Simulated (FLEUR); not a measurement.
## CdSe under changes of volume

One of the cells (28.942 Å³/atom); the others are scaled copies at fixed shape and fractional positions:

```xyz
2
Lattice="0.0000 3.0703 3.0703 3.0703 0.0000 3.0703 3.0703 3.0703 0.0000" Properties=species:S:1:pos:R:3 pbc="T T T"
Cd    0.0000    0.0000    0.0000
Se    1.5351    1.5351    1.5351
```

Measurements of this composition are mostly on another form, of space group No. 186.

```yaml
Program: FLEUR MaX-R8.1 (later development tree)
Functional: RPBE
Potentials_or_basis: all-electron
Basis: FLAPW
Kmax: 4.73 1/bohr
k_mesh: 8 × 8 × 8
Occupations: fermi-dirac, width 0.05 eV
Spin: no spin polarisation
```

| volume (Å³/atom) | energy over the lowest point (meV/atom) | gap on the mesh (eV) |
| --- | --- | --- |
| 27.206 | 73.14 | 1.08 |
| 27.784 | 50.49 | 1.04 |
| 28.942 | ? | ? |
| 30.100 | 3.11 | 0.86 |
| 30.679 | 0.00 | 0.82 |

What does the run at 28.942 Å³/atom give?

Energy over the lowest point 19.03 meV/atom; gap on the mesh 0.95 eV.

Worked out: A Birch-Murnaghan fit of order 2 (a polynomial in V^(-2/3)) to the other rows has its minimum at 30.98 Å³/atom, just outside them, with B0 = V·E''(V) = 41 GPa. It gives 19.01 meV/atom at 28.942 Å³/atom, against the run's 19.03. A straight line through the other rows of the gap, of slope -2.19 eV per unit of ln V (its deformation potential), gives 0.95 eV, against the run's 0.95.

Energies are extrapolated to zero smearing.

Spin-orbit coupling on Cd, Se is left out.
